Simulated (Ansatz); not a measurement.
# Is this Be structure a true minimum?

Computed with DFT PBEsol, scalar-relativistic, plane waves, PAW (Ansatz 0.2.0). Settings: cutoff 420 eV, Γ-centred mesh 27×27×16 on the computed 2-atom cell, Gaussian smearing of 0.10 eV; no spin polarisation.

The cell below (2 atoms, P6_3/mmc (No. 194)) is relaxed within its symmetry. It is a trial structure, and others of Be can lie lower.

```
CELL_PARAMETERS angstrom
2.25747 0.00000 0.00000
-1.12874 1.95503 0.00000
0.00000 0.00000 3.55219
ATOMIC_POSITIONS crystal
Be 0.33333 0.66667 0.75000
Be 0.66667 0.33333 0.25000
```

For the test a repeat of it with 8 atoms was strained at random by about 1.5 %, the atoms were moved at random (σ = 0.05 Å), and all was relaxed without symmetry on a coarse k mesh with 0.1 eV smearing.

For metals, differences of a few meV/atom aren't resolved.

Question: Is the structure stable against such a distortion?

Answer: It returns to P6_3/mmc (No. 194), within 1 meV/atom of the start's energy. No instability shows in this cell, though one random start can't exclude a very soft mode.